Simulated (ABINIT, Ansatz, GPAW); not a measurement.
How the band gap moves from PBE to RPBE, BLYP

Computed band gap (eV) at each level. Gaps hold for the cell as given (a database cell, not always the measured one). They are the smaller of the mesh's gap and, where one was run, the band path's. Brackets give the space group and the cell's volume in Å³ per atom. Among the elements in a form other than the usual one at room conditions: C. Not every cell is the stable form of its formula. Spin polarisation and spin-orbit coupling are off unless named.

- PBE: ABINIT (JTH PAW PBE v2.0) for GaAs, Si, PtS2, CdS, BAs, BP, GaN, KTaO3, C, HfO2; Ansatz (all-electron LAPW, scalar-relativistic) for Bi2Se3; GPAW (GPAW PAW data sets (gpaw-data 1.2.1)) for ZnS; ABINIT (PseudoDojo NC SR PBE v0.4.1 standard) for AlN; cutoffs 408 to 1143 eV for plane waves; k meshes of 108 to 1008 points
- RPBE: ABINIT (JTH PAW PBE v2.0, made for PBE) for GaAs, Si, PtS2, CdS, BAs, BP, GaN, KTaO3, C, HfO2; Ansatz (all-electron LAPW, scalar-relativistic) for Bi2Se3, AlN; GPAW (the program's PAW data sets (release 1.2.1) made for this functional) for ZnS; cutoffs 408 to 680 eV for plane waves; k meshes of 108 to 1008 points
- BLYP: ABINIT (JTH PAW PBE v2.0, made for PBE) for GaAs, Si, PtS2, CdS, BAs, BP, GaN, KTaO3, C, HfO2; Ansatz (all-electron LAPW, scalar-relativistic) for Bi2Se3, AlN; GPAW (PAW data sets generated for this functional) for ZnS; cutoffs 408 to 680 eV for plane waves; k meshes of 108 to 1008 points

| crystal | PBE | RPBE | BLYP |
| --- | --- | --- | --- |
| Bi2Se3 (R-3m, 5 atoms; 28.38) | 0.22 | 0.29 | 0.27 |
| GaAs (F-43m; 22.59) | 0.51 | 0.63 | 0.35 |
| Si (Fd-3m; 20.16) | 0.60 | 0.66 | 0.81 |
| PtS2 (P-3m1, 3 atoms; 18.26) | 0.97 | 1.04 | 1.00 |
| CdS (F-43m; 24.81) | 1.13 | 1.31 | 1.07 |
| BAs (F-43m; 13.63) | 1.18 | 1.21 | 1.41 |
| BP (F-43m; 11.68) | 1.24 | 1.25 | 1.53 |
| GaN (F-43m; 11.44) | 1.71 | 1.74 | 1.84 |
| KTaO3 (Pm-3m; 12.69) | 2.18 | 2.23 | 2.23 |
| ZnS (P6_3mc, 4 atoms; 19.60) | 2.24 | 2.41 | 2.23 |
| AlN (F-43m; 10.42) | 3.32 | 3.36 | 3.68 |
| C (P6_3/mmc, 4 atoms; 5.67) | 3.38 | 3.43 | 3.79 |
| HfO2 (Fm-3m; 11.15) | 3.74 | 3.85 | 3.80 |

RPBE lies above PBE in 13 of 13 crystals, with a median shift of +0.06 eV (+0.01 eV for BP to +0.18 eV for CdS); a straight line gives RPBE ≈ 1.00 × PBE + 0.08 eV with a scatter of 0.05 eV. BLYP lies above PBE in 10 of 13 crystals, with a median shift of +0.06 eV (-0.16 eV for GaAs to +0.41 eV for C); a straight line gives BLYP ≈ 1.06 × PBE + 0.01 eV with a scatter of 0.15 eV. The figures use the values as printed. No column holds spin-orbit coupling, which bears on the band edges of Bi2Se3, GaAs, PtS2, BAs, KTaO3, HfO2. Columns can differ in programs, potentials, basis sets, cutoffs and task within a row, which adds scatter of its own. Where several set-ups ran one level, the entry is one near their median; a run lay far from it for Si, C, BP, GaAs, GaN.
